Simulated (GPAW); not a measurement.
# Sn (Fd-3m) in GPAW: a series of runs

One crystal, Sn, is run at these levels: OLYP+D3(BJ), vdW-DF-cx; tasks: equation of state, band structure.

Program: GPAW 26.7.0. These are calculated values, not measurements. Logs are shortened: lines on timing, memory, paths and dates and some standing lists are left out, and cuts for length are marked. The log counts tension as positive stress, the text compression.

### Step 1. The structure

The structure is cubic, space group Fd-3m (No. 227). The conventional cell has a = 6.467 Å, b = 6.467 Å, c = 6.467 Å, α = 90.00°, β = 90.00°, γ = 90.00°. Around Sn (site symmetry -43m) lie 4 Sn at 2.80 Å.

This isn't the form of Sn at room conditions, which is tetragonal (white tin).

### Step 2. Equation of state, OLYP+D3(BJ)

run.py

```python
from ase import Atoms
from ase.calculators.mixing import SumCalculator
from ase.eos import EquationOfState
from ase.io import Trajectory
from ase.units import GPa
from dftd3.ase import DFTD3
from gpaw import GPAW, PW, setup_paths

setup_paths.insert(0, '.')

atoms = Atoms(['Sn', 'Sn'],
              cell=[[0.0, 3.2333428, 3.2333428],
                    [3.2333428, 0.0, 3.2333428],
                    [3.2333428, 3.2333428, 0.0]],
              scaled_positions=[[0.75, 0.75, 0.75],
                                [0.5, 0.5, 0.5]],
              pbc=True)

traj = Trajectory('eos.traj', 'w')
volumes, energies = [], []
for x in [0.94, 0.96, 0.98, 1.0, 1.02, 1.04, 1.06]:
    a = atoms.copy()
    a.set_cell(atoms.cell * x**(1 / 3), scale_atoms=True)
    calc = GPAW(mode=PW(600),
                xc='GGA_X_OPTX+GGA_C_LYP',
                kpts={'size': (6, 6, 6), 'gamma': True},
                occupations={'name': 'fermi-dirac', 'width': 0.05},
                nbands=24,
                convergence={'density': 1e-05, 'energy': 1e-05},
                eigensolver='davidson',
                maxiter=150,
                txt=f'eos-{x:.2f}.txt')
    a.calc = SumCalculator([calc, DFTD3(method='olyp', damping='d3bj')])
    energies.append(a.get_potential_energy())
    volumes.append(a.get_volume())
    p = -a.get_stress()[:3].mean() / GPa
    calc.write(f'eos-{x:.2f}.gpw')
    traj.write(a)
    print(f'{x:.2f} {volumes[-1]:10.4f} A^3 {energies[-1]:14.6f} eV {p:9.3f} GPa', flush=True)

v0, e0, B = EquationOfState(volumes, energies, eos='birchmurnaghan').fit()
print(f'V0 = {v0:.4f} A^3, E0 = {e0:.6f} eV, B0 = {B / GPa:.2f} GPa')
```

Potentials or basis: PAW data sets generated in the run's folder for this functional, pw.

On the command line:

```sh
gpaw-setup -f GGA_X_OPTX+GGA_C_LYP Sn
OMP_NUM_THREADS=1 python run.py
```

The program printed:

```text
__  _  _
 | _ |_)|_||  |
 |__||  | ||/\| - 26.7.0

Input parameters:
  mode=PW(ecut=600.0),
  convergence={'density': 1e-05, 'energy': 1e-05},
  eigensolver=Davidson(niter=2),
  kpts=MonkhorstPack(size=(6, 6, 6), gamma=True),
  maxiter=150,
  nbands=24,
  occupations=Occupations(name='fermi-dirac', width=0.05),
  xc=XC(name='GGA_X_OPTX+GGA_C_LYP')

Diagonalizing LCAO Hamiltonian
Converting LCAO to pw mode

            Sn

       Sn

Atoms  # Å, Bohr magnetons
|   | symbol |        x |        y |        z |    initial magnetic moments |
|---|--------|----------|----------|----------|-----------------------------|
| 0 |     Sn | 4.784465 | 4.784465 | 4.784465 | ( 0.0000,  0.0000,  0.0000) |
| 1 |     Sn | 3.189644 | 3.189644 | 3.189644 | ( 0.0000,  0.0000,  0.0000) |

Unit cell  # Å
| periodic |        x |        y |        z |  lengths |    angles |
|----------|----------|----------|----------|----------|-----------|
|      yes | 0.000000 | 3.189644 | 3.189644 | 4.510837 | 60.000000 |
|      yes | 3.189644 | 0.000000 | 3.189644 | 4.510837 | 60.000000 |
|      yes | 3.189644 | 3.189644 | 0.000000 | 4.510837 | 60.000000 |

Number of symmetries: 24
Symmetry operations  # r_c * U_cc + t_c -> r_c
|    | kind |            matrix            |
|----|------|------------------------------|
|  0 |  E   |  1, 0, 0,  0, 1, 0,  0, 0, 1 |
|  1 |  σ   |  1, 0, 0,  0, 0, 1,  0, 1, 0 |
|  2 |  σ   |  1, 0,-1,  0, 1,-1,  0, 0,-1 |
|  3 |  C3  |  1, 0,-1,  0, 0,-1,  0, 1,-1 |
|  4 |  C3  |  1,-1, 0,  0,-1, 1,  0,-1, 0 |
|  5 |  σ   |  1,-1, 0,  0,-1, 0,  0,-1, 1 |
|  6 |  σ   |  0, 1, 0,  1, 0, 0,  0, 0, 1 |
|  7 |  C3  |  0, 1, 0,  0, 0, 1,  1, 0, 0 |
|  8 |  C2  |  0, 1,-1,  1, 0,-1,  0, 0,-1 |
|  9 |  S4  |  0, 1,-1,  0, 0,-1,  1, 0,-1 |
| 10 |  C3  |  0, 0, 1,  1, 0, 0,  0, 1, 0 |
| 11 |  σ   |  0, 0, 1,  0, 1, 0,  1, 0, 0 |
| 12 |  S4  |  0, 0,-1,  1, 0,-1,  0, 1,-1 |
| 13 |  C3  |  0, 0,-1,  0, 1,-1,  1, 0,-1 |
| 14 |  S4  |  0,-1, 1,  1,-1, 0,  0,-1, 0 |
| 15 |  C2  |  0,-1, 1,  0,-1, 0,  1,-1, 0 |
| 16 |  C3  |  0,-1, 0,  1,-1, 0,  0,-1, 1 |
| 17 |  S4  |  0,-1, 0,  0,-1, 1,  1,-1, 0 |
| 18 |  S4  | -1, 1, 0, -1, 0, 1, -1, 0, 0 |
| 19 |  C3  | -1, 1, 0, -1, 0, 0, -1, 0, 1 |
| 20 |  C3  | -1, 0, 1, -1, 1, 0, -1, 0, 0 |
| 21 |  S4  | -1, 0, 1, -1, 0, 0, -1, 1, 0 |
| 22 |  σ   | -1, 0, 0, -1, 1, 0, -1, 0, 1 |
| 23 |  C2  | -1, 0, 0, -1, 0, 1, -1, 1, 0 |

BZ-sampling:
  Number of BZ points: 216
  Number of IBZ points: 16

  Monkhorst-Pack size: [6, 6, 6]
  Monkhorst-Pack shift: [0.08333333333333333, 0.08333333333333333, 0.08333333333333333]

K-points  # in reciprocal-cell coordinates
|     |                                coordinates |     weight |
|-----|--------------------------------------------|------------|
|   0 | (  0.00000000,   0.00000000,   0.00000000) | 0.00462963 |
|   1 | (  0.16666667,   0.16666667,   0.00000000) | 0.02777778 |
|   2 | (  0.16666667,   0.16666667,   0.16666667) | 0.03703704 |
|   3 | (  0.33333333,   0.16666667,   0.16666667) | 0.05555556 |
|   4 | (  0.33333333,   0.33333333,  -0.33333333) | 0.05555556 |
|   5 | (  0.33333333,   0.33333333,   0.00000000) | 0.02777778 |
|   6 | (  0.33333333,   0.33333333,   0.16666667) | 0.11111111 |
|   7 | (  0.33333333,   0.33333333,   0.33333333) | 0.03703704 |
|   8 | (  0.50000000,   0.33333333,  -0.33333333) | 0.11111111 |
|   9 | (  0.50000000,   0.33333333,  -0.16666667) | 0.05555556 |
| ... |                                            |            |
|  15 | (  0.50000000,   0.50000000,   0.50000000) | 0.01851852 |

Plane wave coefficients: 2200
Cutoff: 600.0 eV

Spin-components: 1 (collinear spins)
Bands:           24
Projectors:      12
Spin-degeneracy: 2
Datatype:        complex128

Parallelization:
  kpt:    1
  domain: 1
  band:   1

Density:
  Valence electrons: 28.0
  Components: 1
  Grid points: [27 27 27]
  Charge: 0.0  # |e|

Potential:
  Grid points: [27 27 27]

species:
  Sn:
    name:    Tin
    Z:       50.0
    valence: 14
    core:    36
    charge:  0.0  # [|e|]
    compensation charges:
      type: gauss
      rc: 0.38  # [Å]
      lmax: 2
    cutoffs:
      filter: 2.23  # [Å]
      core: 2.35  # [Å]
    projectors
    | kind |    occ | energy [eV] | rcut [Å] |
    |------|--------|-------------|----------|
    |   5s |  2.000 |     -10.315 |    1.201 |
    |   5p |  2.000 |      -3.448 |    1.270 |
    |   4d | 10.000 |     -26.134 |    1.185 |
    |    s |        |      16.897 |    1.201 |
    |    p |        |      23.763 |    1.270 |
    |    d |        |       1.078 |    1.185 |

    Using partial waves for Sn as LCAO basis

Reference energy: -336153.442590  # eV

eigensolver:
  Davidson
  Converge bands: occupied
  niter=2

density mixing:
  MSR1-Mixer
  Pratt-step length: 0.05
  Maximum mixing coefficient: 0.75
  Old densities: 10
  SVD Regularization: 0.005
  Good broyden scale: 1.0
  Trust region scale: 1.0
  Backstep threshold: 4.0
  History deletion threshold: 6.0
  Fourier metric: weight=20.0, sigma=0.015

occupation numbers:
  Fermi-Dirac:
    width: 0.0500  # eV

poisson solver:
  ecut: 4800.0  # eV

xc functional:
  name: GGA_X_OPTX+GGA_C_LYP with 2 nearest neighbor stencil

convergence criteria:
- Maximum integral of absolute [dens]ity change: 1e-05 electrons / valence electron
- Maximum [total energy] change in last 3 cyles: 1e-05 eV / valence electron
- Maximum integral of absolute [eigenst]ate change: 4e-08 eV^2 / valence electron
maximum number of iterations: 150

SCF iterations
|iter     | |      energy | eigst |  dens |
|---------|-|-------------|-------|-------|
|iter:   1| |   -6.484700 | +0.01 |       |
|iter:   2| |   -6.504699 | -1.58 | -1.42 |
|iter:   3| |   -6.556648 | -2.05 | -1.44 |
|iter:   4| |   -6.572343 | -2.92 | -1.98 |
|iter:   5| |   -6.575859 | -3.48 | -2.47 |
|iter:   6| |   -6.576421 | -4.08 | -2.98 |
|iter:   7| |   -6.576460 | -4.84 | -3.78 |
|iter:   8| |   -6.576476c| -5.47 | -4.11 |
|iter:   9| |   -6.576477c| -6.17 | -4.71 |
|iter:  10| |   -6.576478c| -6.84 | -5.12c|
|iter:  11| |   -6.576478c| -7.57c| -5.88c|

Converged in 11 steps
Energy contributions relative to reference atoms: (reference = -336153.442590)

Energy contributions:
  Kinetic:          16.107790
  Coulomb:         -13.844499
  Zero:             -0.023200
  External:          0.000000
  Xc:               -8.816007
  Entropy:          -0.001122
  Spinorbit:         0.000000
  ----------------------------
  Free energy:      -6.577039
  Extrapolated:     -6.576478

dipole moment: (4.476644, 4.476644, 4.476644)  # |e|*Ang

Fermi level: 5.812
Eigenvalues  # (at kpt = [0.000, 0.000, 0.000])
| band index |      eig [eV] | occ [0-2] |
|------------|---------------|-----------|
|          0 |       -16.458 |     2.000 |
|        ... |               |           |
|          7 |       -16.052 |     2.000 |
|          8 |       -16.043 |     2.000 |
|          9 |       -16.043 |     2.000 |
|         10 |        -5.154 |     2.000 |
|         11 |         5.565 |     1.986 |
|         12 |         5.782 |     1.285 |
[... 9 lines left out ...]
|         22 |        14.483 |     0.000 |
|         23 |        14.484 |     0.000 |

No gap
No difference between direct/indirect transitions

Stress tensor  # eV/Ang^3
|         x |         y |         z |
|-----------|-----------|-----------|
| -0.042988 |  0.000000 | -0.000000 |
|  0.000000 | -0.042988 | -0.000000 |
| -0.000000 | -0.000000 | -0.042988 |

# Writing to eos-0.96.gpw (mode='')
```

stdout:

```text
0.94    63.5496 A^3      -8.293793 eV     2.991 GPa
0.96    64.9018 A^3      -8.314350 eV     1.837 GPa
0.98    66.2539 A^3      -8.325514 eV     0.804 GPa
1.00    67.6060 A^3      -8.328480 eV    -0.107 GPa
1.02    68.9581 A^3      -8.324235 eV    -0.905 GPa
1.04    70.3102 A^3      -8.313663 eV    -1.602 GPa
1.06    71.6624 A^3      -8.297635 eV    -2.206 GPa
V0 = 67.4550 A^3, E0 = -8.328518 eV, B0 = 43.13 GPa
```

eos-0.98.txt:

```text
SCF iterations
|iter     | |      energy | eigst |  dens |
|---------|-|-------------|-------|-------|
|iter:   1| |   -6.536686 | -0.00 |       |
|iter:   2| |   -6.556331 | -1.61 | -1.43 |
|iter:   3| |   -6.609508 | -2.07 | -1.45 |
|iter:   4| |   -6.625486 | -2.95 | -1.97 |
|iter:   5| |   -6.628839 | -3.51 | -2.48 |
[... 34 lines left out ...]
|         11 |         5.209 |     1.999 |
|         12 |         5.574 |     1.230 |
[... 9 lines left out ...]
|         22 |        14.279 |     0.000 |
|         23 |        14.279 |     0.000 |

No gap
No difference between direct/indirect transitions

Stress tensor  # eV/Ang^3
|         x |         y |         z |
|-----------|-----------|-----------|
| -0.035250 |  0.000000 | -0.000000 |
|  0.000000 | -0.035250 | -0.000000 |
| -0.000000 | -0.000000 | -0.035250 |

# Writing to eos-0.98.gpw (mode='')
```

Run time: 62 s. Hardware: 1 thread of AMD EPYC 9R45 (Zen 5), shared host; peak memory 0.28 GiB.

Results:

```yaml
Equilibrium_volume: 33.74 Å³/atom
Bulk_modulus: 43 GPa
Pressure_derivative_of_the_bulk_modulus: 5.5
```

Energy against volume, from the lowest point:
```
volume (Å³/atom)  energy (meV/atom)
          31.775              17.43
          32.451               7.15
          33.127               1.53
          33.803               0.00
          34.479               2.06
          35.155               7.29
          35.831              15.26
```

### Step 3. Band structure, vdW-DF-cx, spin-orbit coupling, no magnetisation

run.py

```python
import numpy as np
from ase.dft.bandgap import bandgap
from ase.io import read, write
from gpaw import GPAW, PW
from gpaw.spinorbit import soc_eigenstates

atoms = read('Sn.xyz')

calc = GPAW(mode=PW(600),
            xc={'name': 'vdW-DF-cx', 'backend': 'libvdwxc'},
            kpts={'size': (6, 6, 6), 'gamma': True},
            occupations={'name': 'fermi-dirac', 'width': 0.05},
            nbands=24,
            convergence={'density': 1e-05, 'energy': 1e-05},
            maxiter=150,
            txt='gpaw.txt')
atoms.calc = calc
energy = atoms.get_potential_energy()
forces = atoms.get_forces()
calc.write('gs.gpw')
write('result.traj', atoms)
print(f'Energy: {energy:.6f} eV')
print('Forces (eV/A):')
print(forces.round(4))
print('Fermi level:', round(calc.get_fermi_level(), 4), 'eV')
print(f'Gap: {bandgap(calc)[0]:.4f} eV, direct: {bandgap(calc, direct=True)[0]:.4f} eV')

path = atoms.cell.bandpath('GXWKGLUWLK,UX', npoints=100, eps=1e-4)
bs_calc = calc.fixed_density(kpts=path, symmetry='off', nbands=38,
                             convergence={'bands': 'CBM+6.0', 'eigenstates': 1e-6}, txt='bands.txt')
bs = bs_calc.band_structure()
bs.write('bs.json')
print(f'Gap on the path: {bandgap(bs_calc)[0]:.4f} eV')

soc = soc_eigenstates(bs_calc, theta=90, phi=0)
np.savetxt('soc_bands.dat', soc.eigenvalues(), fmt='%.4f')
mesh = soc_eigenstates('gs.gpw', theta=90, phi=0)
np.savetxt('soc_mesh.dat', mesh.eigenvalues(), fmt='%.4f')
print('Fermi level with spin-orbit coupling:', round(mesh.fermi_level, 4), 'eV')
```

Sn.xyz

```xyz
2
Lattice="0.0000000000 3.2333428000 3.2333428000 3.2333428000 0.0000000000 3.2333428000 3.2333428000 3.2333428000 0.0000000000" Properties=species:S:1:pos:R:3 pbc="T T T"
Sn     4.8500142000      4.8500142000      4.8500142000
Sn     3.2333428000      3.2333428000      3.2333428000
```

Potentials or basis: GPAW PAW data sets (gpaw-data 1.2.1), pw.

On the command line:

```sh
OMP_NUM_THREADS=1 python run.py
```

gpaw.txt:

```text
__  _  _
 | _ |_)|_||  |
 |__||  | ||/\| - 26.7.0

Input parameters:
  mode=PW(ecut=600.0),
  convergence={'density': 1e-05, 'energy': 1e-05},
  kpts=MonkhorstPack(size=(6, 6, 6), gamma=True),
  maxiter=150,
  nbands=24,
  occupations=Occupations(name='fermi-dirac', width=0.05),
  xc=XC(name='vdW-DF-cx', backend='libvdwxc')

Diagonalizing LCAO Hamiltonian
Converting LCAO to pw mode

            Sn

       Sn

Atoms  # Å, Bohr magnetons
|   | symbol |        x |        y |        z |    initial magnetic moments |
|---|--------|----------|----------|----------|-----------------------------|
| 0 |     Sn | 4.850014 | 4.850014 | 4.850014 | ( 0.0000,  0.0000,  0.0000) |
| 1 |     Sn | 3.233343 | 3.233343 | 3.233343 | ( 0.0000,  0.0000,  0.0000) |

Unit cell  # Å
| periodic |        x |        y |        z |  lengths |    angles |
|----------|----------|----------|----------|----------|-----------|
|      yes | 0.000000 | 3.233343 | 3.233343 | 4.572637 | 60.000000 |
|      yes | 3.233343 | 0.000000 | 3.233343 | 4.572637 | 60.000000 |
|      yes | 3.233343 | 3.233343 | 0.000000 | 4.572637 | 60.000000 |

Number of symmetries: 24
[... 149 lines left out ...]
|iter:   8| |   93.351374c| -7.61c| -4.82 |
|iter:   9| |   93.351374c| -8.28c| -5.58c|

Converged in 9 steps
Energy contributions relative to reference atoms: (reference = -336021.386614)

Energy contributions:
  Kinetic:          11.892400
  Coulomb:         -10.566222
  Zero:             -0.210509
  External:          0.000000
  Xc:               92.236743
  Entropy:          -0.002078
  Spinorbit:         0.000000
  ----------------------------
  Free energy:      93.350335
  Extrapolated:     93.351374

dipole moment: (4.496035, 4.496035, 4.496035)  # |e|*Ang

Fermi level: 4.957
Eigenvalues  # (at kpt = [0.000, 0.000, 0.000])
| band index |      eig [eV] | occ [0-2] |
|------------|---------------|-----------|
|          0 |       -16.841 |     2.000 |
|        ... |               |           |
|          4 |       -16.780 |     2.000 |
|          5 |       -16.466 |     2.000 |
|          6 |       -16.466 |     2.000 |
|          7 |       -16.466 |     2.000 |
|          8 |       -16.457 |     2.000 |
|          9 |       -16.457 |     2.000 |
[... 8 lines left out ...]
|         18 |         9.927 |     0.000 |
|         19 |        12.933 |     0.000 |
|        ... |               |           |
|         23 |        13.243 |     0.000 |

No gap
No difference between direct/indirect transitions

Forces  # eV/Ang
|        x |        y |        z |
|----------|----------|----------|
| -0.00000 |  0.00000 | -0.00000 |  # Sn   0
| -0.00000 | -0.00000 |  0.00000 |  # Sn   1

# Writing to gs.gpw (mode='')
```

It took 54 s on 1 thread of AMD EPYC 9R45 (Zen 5), shared host; peak memory 0.44 GiB.

What came out:

| Item | Value |
| --- | --- |
| Free energy | 93.3503 eV |
| Band gap along the path | none (metal or under the smearing width) |

Levels at the corners of the path, in eV from the Fermi level:
| point | band 24 | band 25 | band 26 | band 27 | band 28 | band 29 | band 30 | band 31 | band 32 | band 33 |
| --- | --- | --- | --- | --- | --- | --- | --- | --- | --- | --- |
| Γ | -0.52 | -0.37 | -0.37 | 0.37 | 0.37 | 0.37 | 0.37 | 1.80 | 1.80 | 2.32 |
| X | -7.50 | -2.49 | -2.49 | -2.49 | -2.49 | 0.78 | 0.78 | 0.78 | 0.78 | 7.74 |
| W | -7.41 | -3.19 | -3.19 | -2.99 | -2.99 | 3.26 | 3.26 | 3.60 | 3.60 | 4.01 |
| K | -7.01 | -3.44 | -3.44 | -2.12 | -2.12 | 1.06 | 1.06 | 3.35 | 3.35 | 5.76 |
| Γ | -0.52 | -0.37 | -0.37 | 0.37 | 0.37 | 0.37 | 0.37 | 1.80 | 1.80 | 2.32 |
| L | -6.31 | -1.35 | -1.35 | -0.88 | -0.88 | 0.01 | 0.01 | 3.10 | 3.10 | 3.32 |
| U | -7.01 | -3.44 | -3.44 | -2.12 | -2.12 | 1.06 | 1.06 | 3.35 | 3.36 | 5.76 |
| W | -7.41 | -3.19 | -3.19 | -2.99 | -2.99 | 3.26 | 3.26 | 3.60 | 3.60 | 4.01 |
| L | -6.31 | -1.35 | -1.35 | -0.88 | -0.88 | 0.01 | 0.01 | 3.10 | 3.10 | 3.32 |
| K | -7.01 | -3.44 | -3.44 | -2.12 | -2.12 | 1.06 | 1.06 | 3.35 | 3.35 | 5.76 |
| U | -7.01 | -3.44 | -3.44 | -2.12 | -2.12 | 1.06 | 1.06 | 3.35 | 3.36 | 5.76 |
| X | -7.50 | -2.49 | -2.49 | -2.49 | -2.49 | 0.78 | 0.78 | 0.78 | 0.78 | 7.74 |

Caveat: spin-orbit coupling was added after a scalar SCF, so levels and gaps hold it while energy, forces, pressure and moments don't; this program's spin-orbit splittings come out too wide for heavy elements; the PAW data sets were made with another functional, which shifts forces and pressure a little.
